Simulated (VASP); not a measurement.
# OCH4 in VASP: further runs

The runs below take OCH4 through relaxation of the atoms, single point, with PBE+D3(BJ), PBE, RPBE, RPBE+D3(BJ).

All numbers are computed with VASP 6.6.1; they aren't measurements. Logs are shortened: lines on timing, memory, paths and dates and some standing lists are left out, and cuts for length are marked.

## Step 1: The structure

The cell holds a molecule in a box, 6 atoms: a = 12.772 Å, b = 13.272 Å, c = 13.772 Å, α = 90.00°, β = 90.00°, γ = 90.00°.

## Step 2: Relaxation of the atoms, PBE+D3(BJ)

INCAR

```
PREC = Accurate ; ENCUT = 400
EDIFF = 1E-6 ; ISMEAR = 0
SIGMA = 0.01 ; LREAL = F
LASPH = T ; NELM = 60
ALGO = Normal ; ISIF = 2
LWAVE = F ; LCHARG = F
GGA = PE ; IVDW = 12
IBRION = 2 ; NSW = 120
EDIFFG = -0.03 ; ISYM = 0
```

KPOINTS

```
Automatic mesh
0
Gamma
  1 1 1
```

POSCAR

```
H4CO
1.0
   12.7722774153      0.0000000000      0.0000000000
    0.0000000000     13.2722774153      0.0000000000
    0.0000000000      0.0000000000     13.7722774153
O C H
1 1 4
Selective dynamics
Direct
    0.5814554605      0.4957380618      0.4800698288  F F F
    0.4726164915      0.4982752133      0.4953260245  T T T
    0.6154514724      0.5344161582      0.5301120607  T T T
    0.4510817389      0.4650983513      0.5653666830  T T T
    0.4375444835      0.4538471164      0.4374092043  T T T
    0.4418503532      0.5752286048      0.4917161987  T T T
```

Potentials or basis: VASP PAW PBE potentials, release 64 (O, C, H).

Command:

```
> cat potpaw_PBE.64/O/POTCAR potpaw_PBE.64/C/POTCAR potpaw_PBE.64/H/POTCAR > POTCAR
> mpirun -np 1 vasp_gam > vasp.out
```

OUTCAR:

```text
PREC = Accurate
   ENCUT = 400
   EDIFF = 1E-6
   ISMEAR = 0
   LREAL = F
   LASPH = T
   NELM = 60
   ISIF = 2
   GGA = PE
   IVDW = 12
   IBRION = 2
   NSW = 120
   EDIFFG = -0.03
   ISYM = 0
 IVDW          = 12

 ion  position               nearest neighbor table
   1  0.581  0.496  0.480-   3 0.96   2 1.41
   2  0.473  0.498  0.495-   5 1.09   6 1.10   4 1.10   1 1.41
   3  0.615  0.534  0.530-   1 0.96
   4  0.451  0.465  0.565-   2 1.10
   5  0.438  0.454  0.437-   2 1.09
   6  0.442  0.575  0.492-   2 1.10

IMPORTANT INFORMATION: All symmetrisations will be switched off!
NOSYMM: (Re-)initialisation of all symmetry stuff for point group C_1.

----------------------------------------------------------------------------------------

                                     Primitive cell

  volume of cell :    2334.6380

  direct lattice vectors                    reciprocal lattice vectors
    12.772277415  0.000000000  0.000000000     0.078294572  0.000000000  0.000000000
     0.000000000 13.272277415  0.000000000     0.000000000  0.075345019  0.000000000
     0.000000000  0.000000000 13.772277415     0.000000000  0.000000000  0.072609632

  length of vectors
    12.772277415 13.272277415 13.772277415     0.078294572  0.075345019  0.072609632

  position of ions in fractional coordinates (direct lattice)
     0.581455461  0.495738062  0.480069829
     0.472616491  0.498275213  0.495326025
     0.615451472  0.534416158  0.530112061
     0.451081739  0.465098351  0.565366683
     0.437544483  0.453847116  0.437409204
     0.441850353  0.575228605  0.491716199

  ion indices of the primitive-cell ions
   primitive index   ion index
                 1           1
                 2           2
                 3           3
                 4           4
                 5           5
                 6           6

----------------------------------------------------------------------------------------

 KPOINTS: Automatic mesh

Automatic generation of k-mesh.
 Grid dimensions read from file:
 generate k-points for:    1    1    1

 Generating k-lattice:

  Cartesian coordinates                     Fractional coordinates (reciprocal lattice)
     0.078294572  0.000000000  0.000000000     1.000000000  0.000000000  0.000000000
     0.000000000  0.075345019  0.000000000     0.000000000  1.000000000  0.000000000
     0.000000000  0.000000000  0.072609632     0.000000000  0.000000000  1.000000000

  Length of vectors
     0.078294572  0.075345019  0.072609632

  Shift w.r.t. Gamma in fractional coordinates (k-lattice)
     0.000000000  0.000000000  0.000000000

 Subroutine IBZKPT returns following result:
 ===========================================

 Found      1 irreducible k-points:

 Following reciprocal coordinates:
            Coordinates               Weight
  0.000000  0.000000  0.000000      1.000000
   k-points           NKPTS =      1   k-points in BZ     NKDIM =      1   number of bands    NBANDS=     11
   number of dos      NEDOS =    301   number of ions     NIONS =      6
   total plane-waves  NPLWV = 680400
   dimension x,y,z NGX =    84 NGY =   90 NGZ =   90
   dimension x,y,z NGXF=   168 NGYF=  180 NGZF=  180
   ions per type =               1   1   4
   NGX,Y,Z   is equivalent  to a cutoff of  10.93, 11.27, 10.86 a.u.
   NGXF,Y,Z  is equivalent  to a cutoff of  21.87, 22.55, 21.73 a.u.
 SYSTEM =  unknown system
   PREC   = accura    normal or accurate (medium, high low for compatibility)
   ISTART =      0    job   : 0-new  1-cont  2-samecut
   ICHARG =      2    charge: 1-file 2-atom 10-const
   ISPIN  =      1    spin polarized calculation?
   LNONCOLLINEAR =      F non collinear calculations
   LSORBIT =      F    spin-orbit coupling
   LASPH  =      T    aspherical Exc in radial PAW
   ENCUT  =  400.0 eV  29.40 Ry    5.42 a.u.  20.83 21.64 22.46*2*pi/ulx,y,z
   NELM   =     60;   NELMIN=  2; NELMDL= -5     # of ELM steps
   EDIFF  = 0.1E-05   stopping-criterion for ELM
   LREAL  =      F    real-space projection
   EDIFFG = -.3E-01   stopping-criterion for IOM
   NSW    =    120    number of steps for IOM
   IBRION =      2    ionic relax: 0-MD 1-quasi-New 2-CG
   NFREE  =      1    steps in history (QN), initial steepest desc. (CG)
   ISIF   =      2    stress and relaxation
   ISYM   =      0    0-nonsym 1-usesym 2-fastsym
   POTIM  = 0.5000    time-step for ionic-motion
   TEBEG  =    0.0;   TEEND  =   0.0 temperature during run
   PSTRESS=    0.0 pullay stress
   NELECT =      14.0000    total number of electrons
   NUPDOWN=      -1.0000    fix difference up-down
   EMIN   =  10.00;   EMAX   =-10.00  energy-range for DOS
   EFERMI =   0.00;   METHOD = LEGACY
   ISMEAR =     0;   SIGMA  =   0.01  broadening in eV -4-tet -1-fermi 0-gaus
   EFERMI_NEDOS =   21; number of points for ismear=-14 and -15
   IALGO  =     38    algorithm
   IMIX   =      4    mixing-type and parameters
     AMIX     =   0.40;   BMIX     =  1.00
     AMIX_MAG =   1.60;   BMIX_MAG =  1.00
  volume/ion in A,a.u.               =     389.11      2625.82
  Fermi-wavevector in a.u.,A,eV,Ry     =   0.297425  0.562052  1.203595  0.088462
  Thomas-Fermi vector in A             =   1.162901
   LORBIT       =      0    0 simple, 1 ext, 2 COOP (PROOUT), +10 PAW based schemes
   GGA     = PE    functional components
   LHFCALC =     F    Hartree Fock is set to
   AEXX    =    0.0000 exact exchange contribution
   IVDW    =    12    specifies the selected vdW correction
   LEPSILON=     F    determine dielectric tensor
   LRPA    =     F    only Hartree local field effects (RPA)
 conjugate gradient relaxation of ions
 non-spin polarized calculation
 Gauss-broadening in eV      SIGMA  =   0.01
  energy-cutoff  :      400.00
  volume of cell :     2334.64
 maximum number of plane-waves:     21186
 NGX is ok and might be reduce to    84
   NGX = 41   NGY = 43   NGZ = 45

--------------------------------------- Ionic step        1  -------------------------------------------

 number of electron      14.0000000 magnetization

 Free energy of the ion-electron system (eV)
  ---------------------------------------------------
  ext. energy  EPLUGINS =         0.00000000
  ---------------------------------------------------
  free energy    TOTEN  =       -30.21104609 eV

  energy without entropy =      -30.21104609  energy(sigma->0) =      -30.21104609

------------------------ aborting loop because EDIFF is reached ----------------------------------------

 Edisp (eV)   -0.05181

 E8    (eV) :    -0.0133

  FORCE on cell =-STRESS in cart. coord.  units (eV):
  Direction    XX          YY          ZZ          XY          YZ          ZX
  --------------------------------------------------------------------------------------
  -------------------------------------------------------------------------------------
  Total       0.68172    -0.60500    -0.43305     0.08405     0.19824    -0.04598
  in kB       0.46784    -0.41519    -0.29719     0.05768     0.13605    -0.03156
  external pressure =       -0.08 kB  Pullay stress =        0.00 kB

 VOLUME and BASIS-vectors are now :
 -----------------------------------------------------------------------------
  energy-cutoff  :      400.00
  volume of cell :     2334.64
      direct lattice vectors                 reciprocal lattice vectors
    12.772277415  0.000000000  0.000000000     0.078294572  0.000000000  0.000000000
     0.000000000 13.272277415  0.000000000     0.000000000  0.075345019  0.000000000
     0.000000000  0.000000000 13.772277415     0.000000000  0.000000000  0.072609632
[... 89 lines left out ...]
 POSITION                                       TOTAL-FORCE (eV/Angst)
 -----------------------------------------------------------------------------------
      7.42651      6.57957      6.61165         0.691890      0.122156      0.095830
      6.02726      6.61565      6.82625        -0.179454     -0.058902     -0.063845
      7.86794      7.10076      7.31131        -0.137919     -0.147939     -0.197489
      5.75502      6.16817      7.79475        -0.147871     -0.033322      0.071938
      5.58135      6.01824      6.01727        -0.070704      0.054622      0.087438
      5.63601      7.64336      6.77109        -0.155942      0.063384      0.006128
 -----------------------------------------------------------------------------------
    total drift:                               -0.000471      0.001673     -0.000113

  FREE ENERGIE OF THE ION-ELECTRON SYSTEM (eV)
  ---------------------------------------------------
  free  energy   TOTEN  =       -30.2733585205 eV

  energy  without entropy=      -30.2733585205  energy(sigma->0) =      -30.27335852

[... ionic steps 4 to 7 ...]

--------------------------------------- Ionic step        8  -------------------------------------------

 number of electron      13.9999999 magnetization

------------------------ aborting loop because EDIFF is reached ----------------------------------------

 Edisp (eV)   -0.05167

 E8    (eV) :    -0.0133

  FORCE on cell =-STRESS in cart. coord.  units (eV):
  Direction    XX          YY          ZZ          XY          YZ          ZX
  --------------------------------------------------------------------------------------
  -------------------------------------------------------------------------------------
  Total      -0.76091    -1.16766    -1.08401     0.02590     0.07619    -0.01718
  in kB      -0.52218    -0.80132    -0.74392     0.01777     0.05229    -0.01179
  external pressure =       -0.69 kB  Pullay stress =        0.00 kB
[... 54 lines left out ...]
 POSITION                                       TOTAL-FORCE (eV/Angst)
 -----------------------------------------------------------------------------------
      7.42651      6.57957      6.61165         0.039929      0.006433      0.004199
      6.01442      6.61736      6.83015        -0.027117     -0.009828     -0.010455
      7.86129      7.09880      7.30921        -0.017345     -0.001068      0.000207
      5.72742      6.16722      7.79754         0.007971      0.020068     -0.006014
      5.56129      6.02291      6.02639        -0.013710     -0.003570     -0.004031
      5.60829      7.64336      6.77339         0.010271     -0.012035      0.016095
 -----------------------------------------------------------------------------------
    total drift:                                0.000072      0.001291     -0.000743

  FREE ENERGIE OF THE ION-ELECTRON SYSTEM (eV)
  ---------------------------------------------------
  free  energy   TOTEN  =       -30.2807257399 eV

  energy  without entropy=      -30.2807257399  energy(sigma->0) =      -30.28072574

--------------------------------------- Ionic step       10  -------------------------------------------

 number of electron      13.9999998 magnetization

 Free energy of the ion-electron system (eV)
  ---------------------------------------------------
  ext. energy  EPLUGINS =         0.00000000
  ---------------------------------------------------
  free energy    TOTEN  =       -30.22911725 eV

  energy without entropy =      -30.22911725  energy(sigma->0) =      -30.22911725

 E-fermi :  -6.1476     XC(G=0):  -0.3982

 val. band max:       -6.2242066907   @ k =   0.0000   0.0000   0.0000
 cond. band min:      -0.6546318698   @ k =   0.0000   0.0000   0.0000
 fundamental gap:      5.5695748210
 Fermi energy:        -6.1475752524

 k-point     1 :       0.0000    0.0000    0.0000
  band No.  band energies     occupation
      1     -25.3412      2.00000
      2     -16.7469      2.00000
      3     -12.3783      2.00000
      4     -10.5180      2.00000
      5     -10.2341      2.00000
      6      -7.9060      2.00000
      7      -6.2242      2.00000
      8      -0.6546      0.00000
      9      -0.0395      0.00000
     10       0.3644      0.00000
     11       0.4943      0.00000

------------------------ aborting loop because EDIFF is reached ----------------------------------------

 Edisp (eV)   -0.05166

 E8    (eV) :    -0.0133

  FORCE on cell =-STRESS in cart. coord.  units (eV):
  Direction    XX          YY          ZZ          XY          YZ          ZX
  --------------------------------------------------------------------------------------
  -------------------------------------------------------------------------------------
  Total      -0.86321    -1.12022    -1.03910     0.02857     0.07601     0.00378
  in kB      -0.59239    -0.76876    -0.71310     0.01961     0.05216     0.00260
  external pressure =       -0.69 kB  Pullay stress =        0.00 kB
[... 10 lines left out ...]
 POSITION                                       TOTAL-FORCE (eV/Angst)
 -----------------------------------------------------------------------------------
      7.42651      6.57957      6.61165         0.013156     -0.003053     -0.006301
      6.01338      6.61699      6.82976         0.017636     -0.000056     -0.002229
      7.86061      7.09882      7.30930        -0.013851      0.005104      0.008688
      5.72743      6.16802      7.79727         0.001109      0.007079      0.006534
      5.56057      6.02288      6.02641        -0.019283     -0.012281     -0.015738
      5.60839      7.64282      6.77404         0.001234      0.003208      0.009045
 -----------------------------------------------------------------------------------
    total drift:                                0.000736      0.000585     -0.001810

  FREE ENERGIE OF THE ION-ELECTRON SYSTEM (eV)
  ---------------------------------------------------
  free  energy   TOTEN  =       -30.2807775635 eV

  energy  without entropy=      -30.2807775635  energy(sigma->0) =      -30.28077756

 reached required accuracy - stopping structural energy minimisation
```

Wall time 6.7 min (1 thread of Intel Xeon Platinum 8488C (Sapphire Rapids), shared host); peak memory 1.4 GiB.

Results:

```
Free energy                     : -30.2808 eV
Energy gained by relaxing       : 3.0 meV/atom
Ionic steps                     : 10
Gap between the frontier levels : 5.57 eV
Dispersion energy per atom      : -0.009 eV
```

Step by step:
| step | energy change (eV) | largest force (eV/Å) | pressure (GPa) |
| --- | --- | --- | --- |
| 1 | 0.0000 | 0.8517 | -0.01 |
| 2 | -0.0087 | 0.8092 | -0.07 |
| 3 | -0.0105 | 0.7091 | -0.05 |
| 4 | -0.0139 | 0.2773 | -0.07 |
| 5 | -0.0141 | 0.2939 | -0.07 |
| 6 | -0.0155 | 0.2572 | -0.07 |
| 7 | -0.0157 | 0.1770 | -0.07 |
| 8 | -0.0176 | 0.0720 | -0.07 |
| 9 | -0.0179 | 0.0407 | -0.07 |
| 10 | -0.0179 | 0.0278 | -0.07 |

Final structure:
```cif
data_structure
_symmetry_space_group_name_H-M 'P 1'
_symmetry_Int_Tables_number 1
_cell_length_a 12.7723
_cell_length_b 13.2723
_cell_length_c 13.7723
_cell_angle_alpha 90.000
_cell_angle_beta 90.000
_cell_angle_gamma 90.000
_cell_volume 2334.64
loop_
_atom_site_label
_atom_site_type_symbol
_atom_site_fract_x
_atom_site_fract_y
_atom_site_fract_z
_atom_site_occupancy
O1 O 0.58146 0.49574 0.48007 1
C1 C 0.47081 0.49856 0.49591 1
H1 H 0.61544 0.53486 0.53073 1
H2 H 0.44843 0.46473 0.56616 1
H3 H 0.43536 0.45379 0.43758 1
H4 H 0.43911 0.57585 0.49186 1
```

Levels at points of the mesh, in eV from the valence-band top:
```
           k point  band 3  band 4  band 5  band 6  band 7  band 8  band 9  band 10  band 11
(0.00, 0.00, 0.00)   -6.15   -4.29   -4.01   -1.68    0.00    5.57    6.18     6.59     6.72
```

Caveat: the cutoff is under 1.25 times the usual one of these potentials, so pressure, stress and relaxed cells hold a basis-set (Pulay) error.

## Step 3: Single point, PBE

INCAR

```
  PREC = Accurate
  ENCUT = 400
  EDIFF = 1E-6
  ISMEAR = 0
  SIGMA = 0.01
  LREAL = False
  LASPH = True
  NELM = 60
  ALGO = Normal
  ISIF = 2
  LWAVE = False
  LCHARG = False
  GGA = PE
  NBANDS = 16
  ISYM = 0
```

KPOINTS is that of step 2.

POSCAR

```
H4CO                                    
1.0
   12.7722774153      0.0000000000      0.0000000000
    0.0000000000     13.2722774153      0.0000000000
    0.0000000000      0.0000000000     13.7722774153
  O               C               H             
     1     1     4
Selective dynamics
Direct
     0.5814554605000026    0.4957380617999974    0.4800698287999978   F   F   F
     0.4708147988789214    0.4985571838285516    0.4959067213171627   T   T   T
     0.6154427368267843    0.5348604687188803    0.5307252248145717   T   T   T
     0.4484265039220576    0.4647295819780385    0.5661566145199871   T   T   T
     0.4353623469721870    0.4537941132607153    0.4375756138726607   T   T   T
     0.4391063773747468    0.5758483515952938    0.4918607718760808   T   T   T
```

Potentials or basis: VASP PAW PBE potentials, release 64 (O, C, H).

Command:

```
> cat potpaw_PBE.64/O/POTCAR potpaw_PBE.64/C/POTCAR potpaw_PBE.64/H/POTCAR > POTCAR
> mpirun -np 1 vasp_gam > vasp.out
```

OUTCAR:

```text
PREC = Accurate
   ENCUT = 400
   EDIFF = 1E-6
   ISMEAR = 0
   LREAL = False
   LASPH = True
   NELM = 60
   ISIF = 2
   GGA = PE
   ISYM = 0

 ion  position               nearest neighbor table
   1  0.581  0.496  0.480-   3 0.97   2 1.43
   2  0.471  0.499  0.496-   5 1.10   4 1.10   6 1.10   1 1.43
   3  0.615  0.535  0.531-   1 0.97
   4  0.448  0.465  0.566-   2 1.10
   5  0.435  0.454  0.438-   2 1.10
   6  0.439  0.576  0.492-   2 1.10

IMPORTANT INFORMATION: All symmetrisations will be switched off!
[... 161 lines left out ...]
  -------------------------------------------------------------------------------------
  Total       -0.8584215     -1.1210406     -1.0398942      0.0300519      0.0764664      0.0052237
  in kB       -0.5891035     -0.7693295     -0.7136416      0.0206235      0.0524761      0.0035848
  external PRESSURE =      -0.6906915 kB  Pullay stress =       0.0000000 kB

 VOLUME and BASIS-vectors are now :
 -----------------------------------------------------------------------------
  energy-cutoff  :      400.00
  volume of cell :     2334.64
      direct lattice vectors                 reciprocal lattice vectors
    12.772277415  0.000000000  0.000000000     0.078294572  0.000000000  0.000000000
     0.000000000 13.272277415  0.000000000     0.000000000  0.075345019  0.000000000
     0.000000000  0.000000000 13.772277415     0.000000000  0.000000000  0.072609632

 POSITION                                       TOTAL-FORCE (eV/Angst)
 -----------------------------------------------------------------------------------
      7.42651      6.57957      6.61165         0.014006     -0.002915     -0.006200
      6.01338      6.61699      6.82976         0.017983     -0.000170     -0.002459
      7.86061      7.09882      7.30930        -0.011131      0.005772      0.009337
      5.72743      6.16802      7.79727        -0.000033      0.006394      0.007568
      5.56057      6.02288      6.02641        -0.020778     -0.013353     -0.017103
      5.60839      7.64282      6.77404        -0.000048      0.004271      0.008857
 -----------------------------------------------------------------------------------
    total drift:                                0.000153      0.001289     -0.000779

  FREE ENERGIE OF THE ION-ELECTRON SYSTEM (eV)
  ---------------------------------------------------
  free  energy   TOTEN  =       -30.2291187000 eV

  energy  without entropy=      -30.2291187000  energy(sigma->0) =      -30.22911870
```

stdout:

```text
POSCAR found type information on POSCAR O C H
 POSCAR found :  3 types and       6 ions
 scaLAPACK will be used
 LDA part: xc-table for (Slater+PW92), standard interpolation
 POSCAR, INCAR and KPOINTS ok, starting setup
 FFT: planning ... GRIDC
 FFT: planning ... GRID_SOFT
 FFT: planning ... GRID
 WAVECAR not read
 entering main loop
```

Wall time 1.7 min (1 thread of Intel Xeon Platinum 8488C (Sapphire Rapids), shared host); peak memory 1.1 GiB.

What came out:

```yaml
Free_energy: -30.2291 eV
Largest_force: 0.030 eV/Å
Gap_between_the_frontier_levels: 5.57 eV
```

Forces on the atoms (eV/Å):
```
O    0.014 -0.003 -0.006
C    0.018  0.000 -0.002
H   -0.011  0.006  0.009
H    0.000  0.006  0.008
H   -0.021 -0.013 -0.017
H    0.000  0.004  0.009
```

Levels at points of the mesh, in eV from the valence-band top:
| k point | band 3 | band 4 | band 5 | band 6 | band 7 | band 8 | band 9 | band 10 | band 11 | band 12 |
| --- | --- | --- | --- | --- | --- | --- | --- | --- | --- | --- |
| (0.00, 0.00, 0.00) | -6.15 | -4.29 | -4.01 | -1.68 | 0.00 | 5.57 | 6.19 | 6.58 | 6.72 | 6.77 |

Caveat: the cutoff is under 1.25 times the usual one of these potentials, so pressure, stress and relaxed cells hold a basis-set (Pulay) error.

[end of part 1 of 2]
